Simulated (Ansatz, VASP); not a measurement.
PtS2: VASP beside Ansatz

```
CELL_PARAMETERS angstrom
3.72036 0.00000 0.00000
-1.86018 3.22193 0.00000
0.00000 0.00000 5.16477
ATOMIC_POSITIONS crystal
Pt 0.00000 0.00000 0.00000
S 0.33333 0.66667 0.25000
S 0.66667 0.33333 0.75000
```

Change from the starting cell: strain +0.050 along x and y, +0.025 along z, atoms carried along.

Alike in both runs: task single point; functional PBEsol; k mesh 12 × 12 × 8; occupations gaussian, width 0.05 eV; no spin polarisation.

|  | VASP | Ansatz |
| --- | --- | --- |
| version | VASP 6.6.1 | Ansatz 0.2.0 |
| potentials or method | VASP PAW PBE potentials, release 64 (Pt, S) | scalar-relativistic, plane waves, PAW |
| plane-wave cutoff (eV) | 520 | 420 |
| valence electrons in the cell | 22 | 30 |

VASP gave:

- gap on the k mesh at the Fermi level (eV): 0.29
- least direct gap on the mesh (eV): 0.59
- pressure (GPa): -15.7
- largest component of the traceless stress (GPa): 2.91
- rms of the force components (eV/Å): 0.781

Question: Which values does Ansatz return?

Answer: gap on the k mesh at the Fermi level (eV): 0.29; least direct gap on the mesh (eV): 0.58; pressure (GPa): -15.5; largest component of the traceless stress (GPa): 2.84; rms of the force components (eV/Å): 0.773.

Atom by atom the forces differ by 0.008 eV/Å (rms over components). The functional is the same, so the differences come from potentials, cutoffs and numerics. The two sets of potentials don't hold the same shells in valence.

Caveats: so large a pressure means that the cell lies far from this level's equilibrium, or that cutoff or potentials fall short (VASP); the potentials were made for another functional, which shifts forces and pressure (VASP); spin-orbit coupling is left out, which moves the levels of the heavy elements; the cell's inner coordinates are idealised or old, which leaves forces on the atoms.
